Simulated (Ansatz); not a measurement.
Consider a crystal of BN in space group P1 (No. 1), with B on 1a and 1a; N on 1a and 1a. A trial structure of BN was built thus: 4-connected net, two elements spread over the vertices.

All numbers below come from Ansatz, DFT PBE, scalar-relativistic, plane waves, PAW. Cutoff 420 eV, Γ-centred mesh, Gaussian smearing, no spin polarisation.

Formation energies are uncorrected and refer to the elements' standard structures at the same level (N₂ as a molecule).

Question: Which cell and coordinates does it relax to?

Answer:

Space group P1 (No. 1). a = 2.543 Å, b = 3.591 Å, c = 3.881 Å, α = 113.73°, β = 98.69°, γ = 104.63°
```csv
atom,site,symmetry,x,y,z
B,1a,1,0.2284,0.5327,0.5772
B,1a,1,0.0281,0.2863,0.0699
N,1a,1,0.8403,0.7694,0.8118
N,1a,1,0.5414,0.4115,0.9029
```

B on its first site has 1 N at 1.50 Å, 2 N at 1.61–1.65 Å and 1 B at 1.73 Å; B on its second site is surrounded by 3 N at 1.56–1.61 Å and 1 B at 1.73 Å; N on its first site has 1 B at 1.50 Å, 1 N at 1.52 Å and 2 B at 1.61 Å; N on its second site is surrounded by 1 N at 1.52 Å and 3 B at 1.56–1.65 Å. Another local minimum with the same sites may exist.

Question: And its energy and gap?

Answer: The energy over the elements is +0.089 eV/atom and the gap on the 12×10×8 mesh of the 4-atom cell is 1.61 eV. It can't be a ground state, since the elements alone are lower.

The last run used Gaussian smearing of 0.02 eV. Kohn–Sham gaps at this level usually fall short of measured ones. Another cell of BN relaxed alike, in P6_3mc, lies 1.26 eV/atom lower, so this cell isn't the stable form at this level.
